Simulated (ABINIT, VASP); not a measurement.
Given: the input of a run of VASP 6.6.1 on CoO. Measurements of this composition are mostly on another form, of space group No. 225.

File INCAR:

```
PREC = Accurate
ENCUT = 520
EDIFF = 1E-7
ISMEAR = -1
SIGMA = 0.05
LREAL = F
LASPH = T
NELM = 120
ALGO = Normal
ISIF = 2
LWAVE = F
LCHARG = F
ISPIN = 2
MAGMOM = 2 0
LORBIT = 11
LMAXMIX = 4
GGA = PE
NBANDS = 18
```

The input KPOINTS:

```
regular mesh
0
Gamma
  10 10 10
```

The input POSCAR:

```
CoO
1.0
    2.5705263100      0.0000000000      0.0000000000
    0.0000000000      2.5705263100      0.0000000000
    0.0000000000      0.0000000000      2.5705263100
Co O
1 1
Direct
    0.0000000000      0.0000000000      0.0000000000
    0.5000000000      0.5000000000      0.5000000000
```

Potentials or basis: VASP PAW PBE potentials, release 64 (Co, O).

The run is started by

```bash
$ cat potpaw_PBE.64/Co/POTCAR potpaw_PBE.64/O/POTCAR > POTCAR
$ mpirun -np 1 vasp_std > vasp.out
```

Question: Translate it to ABINIT 10.8.3 (patched build). Potentials or basis there: JTH PAW PBE v2.0, cutoff 707 eV.

Answer: As run (cutoffs and basis follow the program's own potentials, and thresholds, step limits or extra output files can differ):

File run.abi:

```
# Pseudopotentials
pp_dirpath "./"
pseudos "Co.GGA_PBE-JTH.xml, O.GGA_PBE-JTH.xml"

# Structure
acell 4.857590722 4.857590722 4.857590722
rprim
     1.0000000000     0.0000000000     0.0000000000
     0.0000000000     1.0000000000     0.0000000000
     0.0000000000     0.0000000000     1.0000000000
ntypat 2
znucl 27 8
natom 2
typat 1 2
xred
     0.0000000000     0.0000000000     0.0000000000
     0.5000000000     0.5000000000     0.5000000000

# Plane-wave basis
ecut 26.0
pawecutdg 48.0
pawxcdev 0

# k points
kptopt 1
ngkpt 10 10 10
nshiftk 1
shiftk 0.0 0.0 0.0

# Exchange and correlation
ixc 11

# Bands and occupations
nband 16
occopt 3
tsmear 0.05 eV

# Spin
nsppol 2
spinat
     0.0000000000     0.0000000000     3.0000000000
     0.0000000000     0.0000000000     0.0000000000

# SCF cycle
nstep 100
tolvrs 1.0e-9

# Output
iomode 3
prtwf 0
prteig 0
prtebands 0
enunit 1
prtden 1
prtvha 1
prtvclmb 1
prtpot 1
```

Potentials or basis: JTH PAW PBE v2.0.

The run is started by

```sh
$ abinit run.abi > log 2>&1
```

Both were run:

|  | VASP | ABINIT |
| --- | --- | --- |
| Pressure | 11.1 GPa | 11.1 GPa |
| Net moment | 3.00 μB per cell | 3.00 μB per cell |
| Valence electrons inside the program's atomic spheres | Co 7.89; O 4.96 | Co 15.31; O 4.52 (radii [1.1161, 0.7486] Å) |

The potentials hold 15 and 23 valence electrons a cell.

The magnetic state is the one that the start led to; the real crystal's order can differ.

The cell lies far from this level's equilibrium.

Pressure is positive in compression.
